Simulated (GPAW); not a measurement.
Wanted: an ASE script for a GPAW 26.7.0 run.

```
Task                : band structure
Functional          : r2SCAN
Potentials or basis : GPAW PAW data sets (gpaw-data 1.2.1)
Cutoff              : 800 eV
Basis               : pw
k mesh              : 6 × 6 × 5
Occupations         : fermi-dirac, width 0.05 eV
Spin                : no spin polarisation
Maxiter             : 150
Band path           : GXMGZRAZ,XR,MA
Band points         : 80
```

CuO:

```
Cu O
1.0
     3.42205    0.00000    0.00000
     0.00000    3.42205    0.00000
     0.00000    0.00000    4.26046
Cu O
2 2
Direct
  0.00000 0.50000 0.00000
  0.50000 0.00000 0.50000
  0.00000 0.00000 0.25000
  0.00000 0.00000 0.75000
```

Measurements of this composition are mostly on another form, of space group No. 15.

One way to write it, as run:

run.py

```python
from ase import Atoms
from ase.dft.bandgap import bandgap
from ase.io import write
from ase.units import GPa
from gpaw import GPAW, PW

atoms = Atoms(['Cu', 'Cu', 'O', 'O'],
              cell=[[3.42205097, 0.0, 0.0],
                    [0.0, 3.42205097, 0.0],
                    [0.0, 0.0, 4.26046148]],
              scaled_positions=[[0.0, 0.5, 0.0],
                                [0.5, 0.0, 0.5],
                                [0.0, 0.0, 0.25],
                                [0.0, 0.0, 0.75]],
              pbc=True)

calc = GPAW(mode=PW(800),
            xc='MGGA_X_R2SCAN+MGGA_C_R2SCAN',
            kpts={'size': (6, 6, 5), 'gamma': True},
            occupations={'name': 'fermi-dirac', 'width': 0.05},
            nbands=33,
            convergence={'density': 1e-05, 'energy': 1e-05},
            maxiter=150,
            txt='gpaw.txt')
atoms.calc = calc
energy = atoms.get_potential_energy()
forces = atoms.get_forces()
stress = atoms.get_stress()
calc.write('gs.gpw')
write('result.traj', atoms)
print(f'Energy: {energy:.6f} eV')
print('Forces (eV/A):')
print(forces.round(4))
print('Stress (GPa):', (stress / GPa).round(3))
print('Fermi level:', round(calc.get_fermi_level(), 4), 'eV')
print(f'Gap: {bandgap(calc)[0]:.4f} eV, direct: {bandgap(calc, direct=True)[0]:.4f} eV')

path = atoms.cell.bandpath('GXMGZRAZ,XR,MA', npoints=80, eps=1e-4)
bs_calc = calc.fixed_density(kpts=path, symmetry='off', nbands=47,
                             convergence={'bands': 'CBM+6.0', 'eigenstates': 1e-6}, txt='bands.txt')
bs = bs_calc.band_structure()
bs.write('bs.json')
print(f'Gap on the path: {bandgap(bs_calc)[0]:.4f} eV')
```

Potentials or basis: GPAW PAW data sets (gpaw-data 1.2.1), pw.

Run with:

```console
$ OMP_NUM_THREADS=1 python run.py
```

It gave:

```
Pressure                : -6.5 GPa
Band gap along the path : none (metal or under the smearing width)
```

Caveat: with this Cu data set, volumes or pressures lay over 1.5 % or 2 GPa off other programs in two to four cells of ten; the PAW data sets were made with another functional, which shifts forces and pressure a little; the run has no spin polarisation, though such a crystal can be magnetic; semilocal functionals often make such compounds metallic where correlation or magnetic order opens a gap, which also shifts bond lengths.

It took 9.4 min on 1 thread of Intel(R) Xeon(R) Platinum 8259CL CPU @ 2.50GHz (Skylake/Cascade Lake), with other jobs on the host, peak memory 0.58 GiB.
